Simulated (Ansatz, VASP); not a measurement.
**Si: VASP beside Ansatz**

Aim: how closely do two programs agree when they are given the same cell, functional and k mesh? The structure shown is the start of the Ansatz relaxation below; VASP solves that cell, so the two are compared at the walk's first step.

Program: Ansatz 0.2.0. Level of theory: plane waves, with VASP 6.6.1 beside it; single point at PBE. Results are calculated unless marked as measured.

## Step 1: Set-up

The cell holds 2 atoms: 2 Si. Cell: a = 3.474 Å, b = 3.474 Å, c = 23.951 Å, α = 90.0°, β = 90.0°, γ = 60.0°. As first built, before any earlier steps moved the atoms (in the runner's words): all C replaced by Si in a single layer of C. Vacuum lies along c. The height across the vacuum is the one that the program set for its solve, not the one typed.

## Step 2: Ansatz: relaxation, PBE

Ansatz runs on its default PAW (the set named soft_2) files.

The two programs are compared at the cell with which this relaxation starts, whose forces are those of its first step.

input.yaml

```yaml
crystal:
  lattice:
    - [3.47402859, 0.0, 0.0]
    - [1.73701429, 3.00859701, 0.0]
    - [0.0, 0.0, 16.05355218]
  atoms:
    - { symbol: Si, position: [0.0, 0.0, 0.49764077] }
    - { symbol: Si, position: [0.33333333, 0.33333333, 0.50235923] }
  periodic: [true, true, false]
kpoints:
  mp_grid: { grid: [9, 9, 1] }
scf:
  occupations: { method: fermi_dirac, width: 0.05 }
hamiltonian:
  xc: pbe
  pseudopotentials: { kind: paw }
output:
  forces: true
  stress: true
relax:
  f_tol: 0.02
  max_steps: 50
  cell: {}
```

Run with:

```
ansatz run input.yaml --threads 4 --pin off --max-ram 8192MiB --backend cpu --events-out ev --progress --plain --runs-dir out
```

Numbers of over 12 decimals in the logs are rounded to 6 here.

The program printed:

```text
Warning: crystal.periodic: the lattice vector that does not repeat stood 0.000° off the slab's normal, 16.054 Å along it as the deck builds it. The run solves the slab on a vector along the normal, 23.951 Å long, with every atom where it was (on the deck's vector they left 15.98 Å outside them, and the widest stretch free of ions among them is 0.08 Å). A fractional position that the run reports is one of the run's ce [...]
crystal.periodic: the lattice vector that does not repeat stood 0.000° off the slab's normal, 16.054 Å along it as the deck builds it. The run solves the slab on a vector along the normal, 23.951 Å long, with every atom where it was (on the deck's vector they left 15.98 Å outside them, and the widest stretch free of ions among them is 0.08 Å). A fractional position that the run reports is one of the run's cell, which [...]
Engine: ansatz 0.2.0, x86_64-unknown-linux-gnu
Pseudopotentials: kind: paw
Pseudopotential: Si, paw, valence charge 4, recommended cutoff 420 eV (normal), Si.paw.azcp
Functional definition: PBE
  parameter kappa = 0.804
  parameter beta = 0.066725
  exchange = pbe_x(kappa = kappa, mu = beta*pi^2/3)
  correlation = pbe_c(beta = beta)
Crystal: 2 atoms, lattice volume = 250.340 Å³
Basis set: ecut = 420 eV, 4887 PW (Γ), exchange–correlation on 48×48×324 points (8 copies of the dense FFT grid, shifted against one another)
Bands: 8, of which v1, the nominal top of the filled ones, is band 4 counted from 1 (3 counted from 0)
Symmetry: 12 space group operations
Space group: P-3m1 (ITA 164), of the structure as read, at distance tolerance 6.3e-5 Å
k-points: 12 of 81
Non-local potential: Si, projectors of the file, l = 0: 2, l = 1: 2, l = 2: 2
PAW form: soft (Blöchl's): semilocal exchange-correlation on the pseudo side does not see the compensation charge
PAW one-centre angular grid: Si, 110 points (default); XC on 64 Gauss nodes
Initial density: superposition of atomic densities (neutral atoms: chi_scale 0, normalization atom), corrected by the library's trained network
Initial wavefunctions: pseudopotential atomic-orbital guess
Functional: x = pbe(κ = 0.804, μ = 0.219515), c = pbe(β = 0.066725)
SCF iter   1: F=—  HF=-1268.617339 eV  |F-HF|=—  |Δ(HF+E_count)|=         —  Δρ=9.29e-4  dr2=2.80e-3  ethr=1.77e-3  ⟨swp⟩=11.9  Hψ=1320  notcnv=0
preconditioner: auto → LDOS  [metal: Δε(μ)=0.000 eV  Ē_g=9.520 eV  σ=0.050 eV  W_gap=0.00  n_scr=10 (ndim 8)  ℏωp=6.6 eV  f_vac=0.786  D(μ)=0.49/eV (n_scr^D=4)  β→1.0]
SCF iter   2: F=—  HF=-1268.622062 eV  |F-HF|=—  |Δ(HF+E_count)|=   4.72e-3  Δρ=1.75e-4  dr2=5.68e-5  ethr=3.50e-5  ⟨swp⟩=4.5  Hψ=379  notcnv=0
SCF iter   3: F=—  HF=-1268.622128 eV  |F-HF|=—  |Δ(HF+E_count)|=   6.58e-5  Δρ=2.99e-5  dr2=3.46e-6  ethr=7.09e-7  ⟨swp⟩=3.2  Hψ=208  notcnv=0
SCF iter   4: F=—  HF=-1268.622130 eV  |F-HF|=—  |Δ(HF+E_count)|=   1.70e-6  Δρ=7.92e-6  dr2=1.58e-7  ethr=4.32e-8  ⟨swp⟩=3.0  Hψ=177  notcnv=0
[...]
preconditioner: auto → LDOS  [insulator: Δε(μ)=0.741 eV  Ē_g=8.419 eV  σ=0.050 eV  W_gap=0.50  n_scr=10 (ndim 8)  ℏωp=6.0 eV  f_vac=0.761  D(μ)=0.49/eV (n_scr^D=4)  ε∞_Penn≈1.5  β→1.0]
SCF iter   2: F=—  HF=-1270.331238 eV  |F-HF|=—  |Δ(HF+E_count)|=   5.00e-5  Δρ=5.86e-5  dr2=1.60e-5  ethr=2.30e-6  ⟨swp⟩=2.1  Hψ=140  notcnv=0
SCF iter   3: F=—  HF=-1270.331197 eV  |F-HF|=—  |Δ(HF+E_count)|=   4.11e-5  Δρ=1.14e-5  dr2=5.68e-7  ethr=2.00e-7  ⟨swp⟩=2.5  Hψ=170  notcnv=0
SCF iter   4: F=-1270.331198 eV  HF=-1270.331198 eV  |F-HF|=1.14e-7  |Δ(HF+E_count)|=   9.42e-7  Δρ=1.70e-6  dr2=8.08e-9  ethr=2.50e-9  ⟨swp⟩=6.6  Hψ=408  notcnv=0
SCF 6 converged in 4 iterations: F = -1270.331198 eV  dr2 = 8.08e-9
  greatest PAW one-centre occupation: 0.650 electrons in one spin orbital (limit 2), on the Si atom at site 1 (counted from 0), in its partial waves of l = 0
relax step   6: F+E_penalty+E_count = -1270.33119813 eV  Δ(F+E_penalty+E_count) = -1.713e-3 eV  max|allowed force component| = 1.830e-3 eV/Å  Δτ_max = 0.0159 Å  P = -0.013 N/m  Ω = 310.035 Å³  energy of the carried Pulay correction = -1.212e-3 eV  fix = [c, alpha, beta]  reactions: c -0.000 N/m  (4 SCF iters, dr2 threshold 2.00e-7 eV, accepted)
[...]
relax step   7: F+E_penalty+E_count = -1270.33719739 eV  Δ(F+E_penalty+E_count) = -5.999e-3 eV  max|allowed force component| = 1.852e-3 eV/Å  Δτ_max = 0.0000 Å  P = +0.057 N/m  Ω = 310.035 Å³  fix = [c, alpha, beta]  reactions: c +0.000 N/m  stress off target by 5.74e-2 N/m on what of the cell is left free  SCF on the basis re-selected at this cell (its energy is not comparable with the rows above)  (5 SCF iters)
[...]
relax step   8: F+E_penalty+E_count = -1270.33721682 eV  Δ(F+E_penalty+E_count) = -1.943e-5 eV  max|allowed force component| = 3.610e-7 eV/Å  Δτ_max = 0.0006 Å  P = +0.002 N/m  Ω = 310.389 Å³  energy of the carried Pulay correction = -6.899e-6 eV  fix = [c, alpha, beta]  reactions: c +0.000 N/m  (4 SCF iters, dr2 threshold 8.11e-9 eV, accepted)
[...]
relax step   9: F+E_penalty+E_count = -1270.33722337 eV  Δ(F+E_penalty+E_count) = -6.542e-6 eV  max|allowed force component| = 3.163e-6 eV/Å  Δτ_max = 0.0000 Å  P = +0.002 N/m  Ω = 310.389 Å³  fix = [c, alpha, beta]  reactions: c +0.000 N/m  stress off target by 2.04e-3 N/m on what of the cell is left free  SCF on the basis re-selected at this cell (its energy is not comparable with the rows above)  (5 SCF iters)
basis re-selected at this cell: Δ(F+E_penalty+E_count) = -6.542e-6 eV, ΔP = +0.000 N/m vs the last step (what re-selecting the basis moved, of the pressure what is left beyond the Pulay correction that the steps carried, after the strain that the cell walked since its last selection, with what the two solves' SCF thresholds leave and, on support functions, any second-order correction that the steps lacked; it is no m [...]
SCF converged after 5 iterations
Free energy (F): -1270.337223 eV
Harris-Foulkes:  -1270.337223 eV  (|F-HF|=9.10e-10)
Internal energy: -1270.333800 eV  (E = F + TS)
E sigma→0 (E₀):  -1270.335511 eV
Entropy (-TS):   -0.003424 eV (-1.712 meV/atom)
Fermi energy:    -4.597742 eV
--- Per-component energies (eV) ---
  E_band       = -76.303520
  E_kinetic    = 77.656746
  E_local      = -2393.659413  (includes V_loc(G=0)·N_el)
  E_nonlocal   = 52.291082
  E_hartree    = 1141.463198
  E_xc         = -108.473571
  E_vxc        = -90.803514  (∫ρ·V_xc dr)
  E_paw        = -1025.329739  (= ΣΔE_a)
  E_vpaw       = -4.714830  (= ΣTr[D̂ρ^β])
  E_aug_tail   = 0.000013  (compensation charges beyond the density's cutoff)
  E_ewald      = 985.717885
  E_smearing   = -0.003424  (= −TS)
  E_closure    = -0.000000  (closes the sum)
  Σ components = -1270.337223   (vs F -1270.337223, Δ=0.00e0)
--- Forces (eV/Å), atoms counted from 1 ---
  atom   1  Si     0.00000000    -0.00000000     0.00000316
  atom   2  Si    -0.00000000     0.00000000    -0.00000316
  max |Σ_I F_I| component: 1.85e-17 eV/Å
--- 2D stress c σ (N/m, compression-positive) ---
        0.002042      -0.000000       0.000000
       -0.000000       0.002042       0.000000
        0.000000       0.000000       0.000000
  P = ½ c Tr σ = 0.0020 N/m
--- Relaxed structure (7 steps of the walk, 7 accepted, 2 SCFs on fresh bases) ---
  F+E_penalty+E_count = -1270.33722337 eV   max|allowed force component| = 3.163e-6 eV/Å   (the final SCF, on the basis selected at the relaxed cell)
  cell:  # Å, volume = 310.3894 Å³
    - [3.868315, 3.214384333510676e-9, 0]
    - [1.934157, 3.350059, 0]
    - [0, 0, 23.951496]
  atoms:
    - { symbol: Si, position: [5.898059818321144e-17, 3.9625125336463023e-17, 0.325674] }
    - { symbol: Si, position: [0.333333, 0.333333, 0.344579] }
```

## Step 3: VASP: single point, PBE, start cell

The same cell, functional, mesh and smearing now go to VASP, with its own data sets.

Lines of VASP's logs that name or quote its potential files are left out, and so is its time.

INCAR

```
SYSTEM = Si
PREC = Accurate
ENCUT = 400
EDIFF = 1E-06
NELM = 120
ISMEAR = -1
SIGMA = 0.05
LREAL = .FALSE.
ALGO = Normal
GGA = PE
NBANDS = 10
LORBIT = 11
LWAVE = .FALSE.
LCHARG = .FALSE.
ISIF = 2
LDIPOL = .TRUE.
IDIPOL = 3
DIPOL = 0.5 0.5 0.335
LVHAR = .TRUE.
LASPH = .TRUE.
GGA_COMPAT = .FALSE.
NELMDL = -8
```

POSCAR

```
Si
1.0
    3.4740290000      0.0000000000      0.0000000000
    1.7370140000      3.0085970000      0.0000000000
    0.0000000000      0.0000000000     23.9514960000
Si
2
Direct
    0.0000000000      0.0000000000      0.3335450111
    0.3333331820      0.3333334441      0.3367075693
```

KPOINTS

```
Automatic mesh
0
Gamma
9 9 1
0 0 0
```

The projector-augmented-wave data sets are Si (PBE family, release 64).

Run with:

```
mpirun -np 1 vasp_std
```

The program printed:

```text
[banner, memory and clock lines left out]
running    1 mpi-ranks, on    1 nodes
 distrk:  each k-point on    1 cores,    1 groups
 distr:  one band on    1 cores,    1 groups

 POSCAR found type information on POSCAR Si
 POSCAR found :  1 types and       2 ions
 LDA part: xc-table for (Slater+PW92), standard interpolation
 POSCAR, INCAR and KPOINTS ok, starting setup
 FFT: planning ... GRIDC
 FFT: planning ... GRID_SOFT
 FFT: planning ... GRID
 WAVECAR not read
 entering main loop
       N       E                     dE             d eps       ncg     rms          rms(c)
DAV:   1     0.415685970672E+02    0.41569E+02   -0.21013E+03   240   0.405E+02
DAV:   2    -0.601762540591E+01   -0.47586E+02   -0.45059E+02   366   0.881E+01
DAV:   3    -0.867304382716E+01   -0.26554E+01   -0.26498E+01   336   0.242E+01
DAV:   4    -0.871650256397E+01   -0.43459E-01   -0.43437E-01   364   0.397E+00
DAV:   5    -0.871729254417E+01   -0.78998E-03   -0.78996E-03   372   0.478E-01
DAV:   6    -0.871733382752E+01   -0.41283E-04   -0.41284E-04   350   0.734E-02
DAV:   7    -0.871733430437E+01   -0.47685E-06   -0.47673E-06   378   0.728E-03
DAV:   8    -0.871733431560E+01   -0.11230E-07   -0.10955E-07   358   0.961E-04    0.718E+00
DAV:   9    -0.813995264351E+01    0.57738E+00   -0.41568E-01   270   0.293E+00    0.449E+00
DAV:  10    -0.786224015036E+01    0.27771E+00   -0.97595E-01   278   0.452E+00    0.641E-01
DAV:  11    -0.785883581656E+01    0.34043E-02   -0.74469E-02   278   0.140E+00    0.214E-01
DAV:  12    -0.785845136273E+01    0.38445E-03   -0.20034E-03   360   0.269E-01    0.208E-01
DAV:  13    -0.785843619880E+01    0.15164E-04   -0.18127E-04   276   0.619E-02    0.194E-01
DAV:  14    -0.785455418119E+01    0.38820E-02   -0.75014E-03   302   0.297E-01    0.376E-01
[...]
DAV:  22    -0.785668060818E+01   -0.19358E-03   -0.79927E-05   300   0.384E-02    0.117E-01
DAV:  23    -0.785674546617E+01   -0.64858E-04   -0.10451E-05   330   0.150E-02    0.921E-02
DAV:  24    -0.785679634025E+01   -0.50874E-04   -0.35454E-06   288   0.822E-03    0.806E-03
DAV:  25    -0.785680928143E+01   -0.12941E-04   -0.30062E-07   336   0.207E-03    0.234E-03
DAV:  26    -0.785682217987E+01   -0.12898E-04   -0.67442E-07   288   0.221E-03    0.589E-03
DAV:  27    -0.785682389667E+01   -0.17168E-05   -0.39121E-08   320   0.747E-04    0.392E-03
DAV:  28    -0.785682531234E+01   -0.14157E-05   -0.32971E-08   266   0.618E-04    0.225E-04
DAV:  29    -0.785682544327E+01   -0.13094E-06   -0.12243E-09   314   0.136E-04
   1 F= -.78568254E+01 E0= -.78551135E+01  d E =-.342391E-02
```

Parts of OUTCAR (step 3):

```text
ion  position               nearest neighbor table
   1  0.000  0.000  0.334-   2 2.01   2 2.01   2 2.01
   2  0.333  0.333  0.337-   1 2.01   1 2.01   1 2.01

  LATTYP: Found a hexagonal cell.
 ALAT       =     3.4740284317
 C/A-ratio  =     6.8944444384

 Subroutine GETGRP returns: Found 12 space group operations
 (whereof  6 operations were pure point group operations)

The static configuration has the point symmetry C_3v.
 The point group associated with its full space group is D_3d.

 Found     12 irreducible k-points:

   k-points           NKPTS =     12   k-points in BZ     NKDIM =     12   number of bands    NBANDS=     10

   dimension x,y,z NGX =    24 NGY =   24 NGZ =  160
   dimension x,y,z NGXF=    48 NGYF=   48 NGZF=  320

   ENCUT  =  400.0 eV  29.40 Ry    5.42 a.u.   5.67  5.67 39.06*2*pi/ulx,y,z

   NELECT =       8.0000    total number of electrons

 k-points in reciprocal lattice and weights: Automatic mesh
   0.00000000  0.00000000  0.00000000       0.012
   0.11111111  0.00000000  0.00000000       0.074
   0.22222222  0.00000000  0.00000000       0.074
   0.33333333 -0.00000000  0.00000000       0.074
   0.44444444  0.00000000  0.00000000       0.074
   0.22222222  0.11111111  0.00000000       0.074
   0.33333333  0.11111111  0.00000000       0.148
   0.44444444  0.11111111  0.00000000       0.148
  -0.44444444  0.11111111  0.00000000       0.074
   0.44444444  0.22222222  0.00000000       0.074
  -0.44444444  0.22222222  0.00000000       0.148
  -0.33333333  0.33333333  0.00000000       0.025

 dipolmoment           0.000000      0.000000      0.000001 electrons x Angstroem

 average (electrostatic) potential at core
       1 -91.7464       2 -91.7464

 E-fermi :  -2.7616

 k-point     1 :       0.0000    0.0000    0.0000
  band No.  band energies     occupation
      1     -15.5765      2.00000
      2      -6.8681      2.00000
      3      -4.0341      2.00000
      4      -4.0341      2.00000
      5      -0.1281      0.00000
      6       0.3498      0.00000
      7       0.3499      0.00000
      8       1.3556      0.00000
      9       1.6678      0.00000
    ...

 k-point     2 :       0.1111    0.0000    0.0000
  band No.  band energies     occupation
      1     -15.3917      2.00000
      2      -6.6898      2.00000
      3      -5.0134      2.00000
      4      -4.3721      2.00000
      5       0.0173      0.00000
      6       0.1736      0.00000
      7       1.0328      0.00000
      8       1.5575      0.00000
      9       1.8729      0.00000
    ...

 k-point     3 :       0.2222    0.0000    0.0000
  band No.  band energies     occupation
      1     -14.8432      2.00000
      2      -6.9448      2.00000
      3      -6.1596      2.00000
      4      -5.0011      2.00000
      5      -0.5414      0.00000
      6       0.6647      0.00000
      7       1.9299      0.00000
      8       2.1918      0.00000
      9       2.4899      0.00000
    ...

  Total       16.0613763     16.0613723      0.0291004     -0.0000027     -0.0000000     -0.0000000
  in kB      102.7929280    102.7929029      0.1862431     -0.0000171     -0.0000000     -0.0000000
  external PRESSURE =      68.5906913 kB  Pullay stress =       0.0000000 kB

  energy-cutoff  :      400.00
  volume of cell :      250.34
      direct lattice vectors                 reciprocal lattice vectors
     3.474029000  0.000000000  0.000000000     0.287850217 -0.166190372  0.000000000
     1.737014000  3.008597000  0.000000000     0.000000000  0.332380841  0.000000000
     0.000000000  0.000000000 23.951496000     0.000000000  0.000000000  0.041751046

 POSITION                                       TOTAL-FORCE (eV/Angst)
 -----------------------------------------------------------------------------------
      0.00000      0.00000      7.98890        -0.000000      0.000000     -0.460375
      1.73701      1.00287      8.06465         0.000000      0.000000      0.460375
 -----------------------------------------------------------------------------------
    total drift:                               -0.000001      0.000001      0.000026

  FREE ENERGIE OF THE ION-ELECTRON SYSTEM (eV)
  ---------------------------------------------------
  free  energy   TOTEN  =        -7.8568254433 eV

  energy  without entropy=       -7.8534015287  energy(sigma->0) =       -7.85511349

 vacuum level on the upper side and lower side of the slab         1.618         1.618

 total charge
# of ion       s       p       d       tot
------------------------------------------
    1        0.803   1.197   0.000   2.000
    2        0.803   1.197   0.000   2.000
--------------------------------------------------
tot          1.606   2.394   0.000   4.000

[... 3 further parts left out ...]
```

## Step 4: Differences

Known differences besides the potentials themselves: Ansatz cuts the interaction across the vacuum, VASP repeats the sheet with a dipole correction; the cutoff is 420 eV in Ansatz and 400 eV in VASP. Total energies have different zeros and are not compared.

Forces (eV/Å; atoms numbered as in POSCAR):

| atom | Ansatz x, y, z | VASP x, y, z |
| --- | --- | --- |
| Si1 | 0.000, 0.000, -0.462 | 0.000, 0.000, -0.460 |
| Si2 | 0.000, 0.000, 0.462 | 0.000, 0.000, 0.460 |

The forces differ by 1.1 meV/Å r.m.s., which is 0.4 % of the r.m.s. force of 0.266 eV/Å (both taken over all components). With vacuum in the cell, a pressure given here is an average over mostly empty space and none of the material.

## Step 5: Summary of results

```
r.m.s. force difference (single point, PBE, start cell) : 0.41 % of the r.m.s. force
```

In words: The r.m.s. force difference is 0.41 % of the r.m.s. force (single point, PBE, start cell), within the 3 % picked in this series as the mark of a large difference. 1 further run of this series is not shown here. How closely two codes agree says nothing of how well the functional describes the real material.

[Lines on the potential files, build, host, timing and source positions are cut from VASP's logs without a mark.]

[Logs are printed without paths, hosts, clocks, repeated set-up lines and the standing remarks that a program may print on its own settings, such as how far it seeks lower states.]

[Hosts, paths, dates, database ids (printed as entryN), source tags and the programs' standing remarks are cut or masked in the printed files.]
